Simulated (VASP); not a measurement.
# Al in VASP: relaxation of the atoms with PBE

Aim: the relaxation of the atoms of Al with PBE.

Program: VASP 6.6.1. These are calculated values, not measurements. Logs are shortened: lines on timing, memory, paths and dates and some standing lists are left out, and cuts for length are marked.

### 1 The slab as given

The cell holds a slab with vacuum, 4 atoms: a = 2.912 Å, b = 2.912 Å, c = 26.833 Å, α = 90.00°, β = 90.00°, γ = 90.00°.

The cell was built by a generator and needn't be a form met in nature.

### 2 Relaxation of the atoms, PBE

The input, INCAR:

```
PREC = Accurate ; ENCUT = 520
EDIFF = 1E-7 ; ISMEAR = 1
SIGMA = 0.1 ; LREAL = False
LASPH = True ; NELM = 120
ALGO = Normal ; ISIF = 2
LWAVE = False ; LCHARG = False
LDIPOL = True ; IDIPOL = 3
DIPOL = 0.5 0.5 0.500 ; GGA = PE
IBRION = 2 ; NSW = 90
EDIFFG = -0.02 ; KPAR = 2
```

The input, KPOINTS:

```
Automatic mesh
0
Gamma
  11 11 1
```

The input, POSCAR:

```
Al
1.0
    2.9124880100      0.0000000000      0.0000000000
    0.0000000000      2.9124880100      0.0000000000
    0.0000000000      0.0000000000     26.8333183600
Al
4
Direct
    0.5000000000      0.5000000000      0.3890372400
    0.0000000000      0.0000000000      0.4630136600
    0.5000000000      0.5000000000      0.5369900900
    0.0000000000      0.0000000000      0.6109627600
```

Potentials or basis: VASP PAW PBE potentials, release 64 (Al).

On the command line:

```console
cat potpaw_PBE.64/Al/POTCAR > POTCAR
mpirun -np 2 vasp_std > vasp.out
```

OUTCAR:

```text
PREC = Accurate
   ENCUT = 520
   EDIFF = 1E-7
   ISMEAR = 1
   LREAL = False
   LASPH = True
   NELM = 120
   ISIF = 2
   GGA = PE
   IBRION = 2
   NSW = 90
   EDIFFG = -0.02

 ion  position               nearest neighbor table
   1  0.500  0.500  0.389-   2 2.86   2 2.86   2 2.86   2 2.86
   2  0.000  0.000  0.463-   1 2.86   1 2.86   1 2.86   1 2.86   3 2.86   3 2.86   3 2.86   3 2.86

   3  0.500  0.500  0.537-   4 2.86   4 2.86   4 2.86   4 2.86   2 2.86   2 2.86   2 2.86   2 2.86

   4  0.000  0.000  0.611-   3 2.86   3 2.86   3 2.86   3 2.86

  LATTYP: Found a simple tetragonal cell.
 ALAT       =     2.9124880100
 C/A-ratio  =     9.2131944468

  Lattice vectors:

 A1 = (   2.9124880100,   0.0000000000,   0.0000000000)
 A2 = (   0.0000000000,   2.9124880100,   0.0000000000)
 A3 = (   0.0000000000,   0.0000000000,  26.8333183600)

Analysis of symmetry for initial positions (statically):
=====================================================================
 Subroutine PRICEL returns:
 Original cell was already a primitive cell.

 Routine SETGRP: Setting up the symmetry group for a
 simple tetragonal supercell.

 Subroutine GETGRP returns: Found 16 space group operations
 (whereof  8 operations were pure point group operations)
 out of a pool of 16 trial point group operations.

The static configuration has the point symmetry C_4v.
 The point group associated with its full space group is D_4h.

Analysis of symmetry for dynamics (positions and initial velocities):
=====================================================================
 Subroutine PRICEL returns:
 Original cell was already a primitive cell.

 Routine SETGRP: Setting up the symmetry group for a
 simple tetragonal supercell.

 Subroutine GETGRP returns: Found 16 space group operations
 (whereof  8 operations were pure point group operations)
 out of a pool of 16 trial point group operations.

The dynamic configuration has the point symmetry C_4v.
 The point group associated with its full space group is D_4h.

 Subroutine INISYM returns: Found 16 space group operations
 (whereof  8 operations are pure point group operations),
 and found     1 'primitive' translations

----------------------------------------------------------------------------------------

                                     Primitive cell

  volume of cell :     227.6159

  direct lattice vectors                    reciprocal lattice vectors
     2.912488010  0.000000000  0.000000000     0.343349053  0.000000000  0.000000000
     0.000000000  2.912488010  0.000000000     0.000000000  0.343349053  0.000000000
     0.000000000  0.000000000 26.833318360     0.000000000  0.000000000  0.037267102

  length of vectors
     2.912488010  2.912488010 26.833318360     0.343349053  0.343349053  0.037267102

  position of ions in fractional coordinates (direct lattice)
     0.500000000  0.500000000  0.389037240
     0.000000000  0.000000000  0.463013660
     0.500000000  0.500000000  0.536990090
     0.000000000  0.000000000  0.610962760

  ion indices of the primitive-cell ions
   primitive index   ion index
                 1           1
                 2           2
                 3           3
                 4           4

----------------------------------------------------------------------------------------

 KPOINTS: Automatic mesh

Automatic generation of k-mesh.
 Grid dimensions read from file:
 generate k-points for:   11   11    1

 Generating k-lattice:

  Cartesian coordinates                     Fractional coordinates (reciprocal lattice)
     0.031213550  0.000000000  0.000000000     0.090909091  0.000000000  0.000000000
     0.000000000  0.031213550  0.000000000     0.000000000  0.090909091  0.000000000
     0.000000000  0.000000000  0.037267102     0.000000000  0.000000000  1.000000000

  Length of vectors
     0.031213550  0.031213550  0.037267102

  Shift w.r.t. Gamma in fractional coordinates (k-lattice)
     0.000000000  0.000000000  0.000000000

 Subroutine IBZKPT returns following result:
 ===========================================

 Found     21 irreducible k-points:

 Following reciprocal coordinates:
            Coordinates               Weight
  0.000000  0.000000  0.000000      1.000000
  0.090909  0.000000  0.000000      4.000000
  0.181818  0.000000  0.000000      4.000000
  0.272727  0.000000  0.000000      4.000000
  0.363636  0.000000  0.000000      4.000000
  0.454545  0.000000  0.000000      4.000000
[... 13 lines left out ...]
  0.454545  0.363636  0.000000      8.000000
  0.454545  0.454545  0.000000      4.000000
   k-points           NKPTS =     21   k-points in BZ     NKDIM =     21   number of bands    NBANDS=     10
   number of dos      NEDOS =    301   number of ions     NIONS =      4
   total plane-waves  NPLWV = 115200
   dimension x,y,z NGX =    24 NGY =   24 NGZ =  200
   dimension x,y,z NGXF=    48 NGYF=   48 NGZF=  400
   ions per type =               4
   NGX,Y,Z   is equivalent  to a cutoff of  13.70, 13.70, 12.39 a.u.
   NGXF,Y,Z  is equivalent  to a cutoff of  27.40, 27.40, 24.78 a.u.
 SYSTEM =  unknown system
   PREC   = accura    normal or accurate (medium, high low for compatibility)
   ISTART =      0    job   : 0-new  1-cont  2-samecut
   ICHARG =      2    charge: 1-file 2-atom 10-const
   ISPIN  =      1    spin polarized calculation?
   LNONCOLLINEAR =      F non collinear calculations
   LSORBIT =      F    spin-orbit coupling
   LASPH  =      T    aspherical Exc in radial PAW
   ENCUT  =  520.0 eV  38.22 Ry    6.18 a.u.   5.42  5.42 49.89*2*pi/ulx,y,z
   NELM   =    120;   NELMIN=  2; NELMDL= -5     # of ELM steps
   EDIFF  = 0.1E-06   stopping-criterion for ELM
   LREAL  =      F    real-space projection
   EDIFFG = -.2E-01   stopping-criterion for IOM
   NSW    =     90    number of steps for IOM
   IBRION =      2    ionic relax: 0-MD 1-quasi-New 2-CG
   NFREE  =      1    steps in history (QN), initial steepest desc. (CG)
   ISIF   =      2    stress and relaxation
   ISYM   =      2    0-nonsym 1-usesym 2-fastsym
   POTIM  = 0.5000    time-step for ionic-motion
   TEBEG  =    0.0;   TEEND  =   0.0 temperature during run
   PSTRESS=    0.0 pullay stress
   NELECT =      12.0000    total number of electrons
   NUPDOWN=      -1.0000    fix difference up-down
   EMIN   =  10.00;   EMAX   =-10.00  energy-range for DOS
   EFERMI =   0.00;   METHOD = LEGACY
   ISMEAR =     1;   SIGMA  =   0.10  broadening in eV -4-tet -1-fermi 0-gaus
   EFERMI_NEDOS =   21; number of points for ismear=-14 and -15
   IALGO  =     38    algorithm
   IMIX   =      4    mixing-type and parameters
     AMIX     =   0.40;   BMIX     =  1.00
     AMIX_MAG =   1.60;   BMIX_MAG =  1.00
  volume/ion in A,a.u.               =      56.90       384.01
  Fermi-wavevector in a.u.,A,eV,Ry     =   0.613858  1.160023  5.126964  0.376821
  Thomas-Fermi vector in A             =   1.670659
   LORBIT       =      0    0 simple, 1 ext, 2 COOP (PROOUT), +10 PAW based schemes
   GGA     = PE    functional components
   LHFCALC =     F    Hartree Fock is set to
   AEXX    =    0.0000 exact exchange contribution
   IVDW    =     0    specifies the selected vdW correction
   LEPSILON=     F    determine dielectric tensor
   LRPA    =     F    only Hartree local field effects (RPA)
 conjugate gradient relaxation of ions
 non-spin polarized calculation
 Methfessel and Paxton  Order N= 1 SIGMA  =   0.10
  energy-cutoff  :      520.00
  volume of cell :      227.62
 maximum number of plane-waves:      6219
 NGX is ok and might be reduce to    24
   NGX = 11   NGY = 11   NGZ = 99

--------------------------------------- Ionic step        1  -------------------------------------------

 number of electron      12.0000000 magnetization

 Free energy of the ion-electron system (eV)
  ---------------------------------------------------
  ext. energy  EPLUGINS =         0.00000000
  ---------------------------------------------------
  free energy    TOTEN  =       -13.86907305 eV

  energy without entropy =      -13.86508063  energy(sigma->0) =      -13.86774224

------------------------ aborting loop because EDIFF is reached ----------------------------------------

  FORCE on cell =-STRESS in cart. coord.  units (eV):
  Direction    XX          YY          ZZ          XY          YZ          ZX
  --------------------------------------------------------------------------------------
  -------------------------------------------------------------------------------------
  Total       -2.6885999     -2.6885999      0.8017003      0.0000000      0.0000000      0.0000000
  in kB      -18.9249214    -18.9249214      5.6431284      0.0000000      0.0000000      0.0000000
  external PRESSURE =     -10.7355715 kB  Pullay stress =       0.0000000 kB
[... 289 lines left out ...]
  energy  without entropy=      -13.8977441765  energy(sigma->0) =      -13.89690834

--------------------------------------- Ionic step        9  -------------------------------------------

 number of electron      12.0000000 magnetization

 dipolmoment           0.000000      0.000000     -0.000306 electrons x Angstroem

 Free energy of the ion-electron system (eV)
  ---------------------------------------------------
  ext. energy  EPLUGINS =         0.00000000
  ---------------------------------------------------
  free energy    TOTEN  =       -13.89677800 eV

  energy without entropy =      -13.89811461  energy(sigma->0) =      -13.89722354

 E-fermi :  -0.6474     XC(G=0):  -3.7972

 val. band max:       -0.6643714748   @ k =   0.3636   0.0909   0.0000
 cond. band min:      -0.5755478382   @ k =   0.2727   0.0909   0.0000
 fundamental gap:      0.0888236366
 Fermi energy:        -0.6474194434

 k-point     1 :       0.0000    0.0000    0.0000
  band No.  band energies     occupation
      1     -10.9904      2.00000
      2      -9.6140      2.00000
      3      -7.6066      2.00000
      4      -4.8584      2.00000
      5      -2.5492      2.00000
      6       0.7939     -0.00000
      7       2.7967      0.00000
      8       3.6253      0.00000
      9       3.7749      0.00000
     10       4.8531      0.00000
[... 248 lines left out ...]
 k-point    21 :       0.4545    0.4545    0.0000
  band No.  band energies     occupation
      1      -4.0247      2.00000
      2      -2.9989      2.00000
      3      -2.7125      2.00000
      4      -1.7668      2.00000
      5      -1.7109      2.00000
      6      -0.8143      2.03986
      7      -0.7929      2.05921
      8      -0.3609     -0.00039
      9       0.1506     -0.00000
     10       0.5724     -0.00000

------------------------ aborting loop because EDIFF is reached ----------------------------------------

 vacuum level on the upper side and lower side of the slab       (xc-potential included)        -0.127        -0.126

  FORCE on cell =-STRESS in cart. coord.  units (eV):
  Direction    XX          YY          ZZ          XY          YZ          ZX
  --------------------------------------------------------------------------------------
  -------------------------------------------------------------------------------------
  Total       -3.5673903     -3.5673903     -0.0527709      0.0000000      0.0000000      0.0000000
  in kB      -25.1106833    -25.1106833     -0.3714517      0.0000000      0.0000000      0.0000000
  external PRESSURE =     -16.8642728 kB  Pullay stress =       0.0000000 kB

 VOLUME and BASIS-vectors are now :
 -----------------------------------------------------------------------------
  energy-cutoff  :      520.00
  volume of cell :      227.62
      direct lattice vectors                 reciprocal lattice vectors
     2.912488010  0.000000000  0.000000000     0.343349053  0.000000000  0.000000000
     0.000000000  2.912488010  0.000000000     0.000000000  0.343349053  0.000000000
     0.000000000  0.000000000 26.833318360     0.000000000  0.000000000  0.037267102
[... 10 lines left out ...]
  FREE ENERGIE OF THE ION-ELECTRON SYSTEM (eV)
  ---------------------------------------------------
  free  energy   TOTEN  =       -13.8967779980 eV

  energy  without entropy=      -13.8981146137  energy(sigma->0) =      -13.89722354

 reached required accuracy - stopping structural energy minimisation

 vacuum level on the upper side and lower side of the slab         3.513         3.520
```

Wall time 3.2 min (2 MPI ranks of Intel Xeon Platinum 8259CL at 2.50GHz (Skylake/Cascade Lake), shared host); peak memory 0.33 GiB.

What came out:

```
Free energy                  : -13.8968 eV
Energy gained by relaxing    : 6.9 meV/atom
Ionic steps                  : 9
Largest force after relaxing : 0.012 eV/Å
Band gap on the k mesh       : none (metal or under the smearing width)
```

Forces in eV/Å, atoms in the order of the input:
```
Al   0.000  0.000  0.012
Al   0.000  0.000 -0.012
Al   0.000  0.000  0.012
Al   0.000  0.000 -0.012
```

The path:
```tsv
step	energy change (eV)	largest force (eV/Å)	pressure (GPa)
1	0.0000	0.1337	-1.07
2	-0.0017	0.1294	-1.11
3	-0.0066	0.1244	-1.20
4	-0.0163	0.1189	-1.39
5	-0.0243	0.1228	-1.72
6	-0.0251	0.1202	-1.63
7	-0.0274	0.0296	-1.71
8	-0.0274	0.0282	-1.71
9	-0.0277	0.0118	-1.69
```

Final structure:
```xyz
4
Lattice="2.9125 0.0000 0.0000 0.0000 2.9125 0.0000 0.0000 0.0000 26.8333" Properties=species:S:1:pos:R:3 pbc="T T T"
Al    1.4562    1.4562   10.3108
Al    2.9125    0.0000   12.4004
Al    1.4562    1.4562   14.4330
Al    0.0000    2.9125   16.5226
```
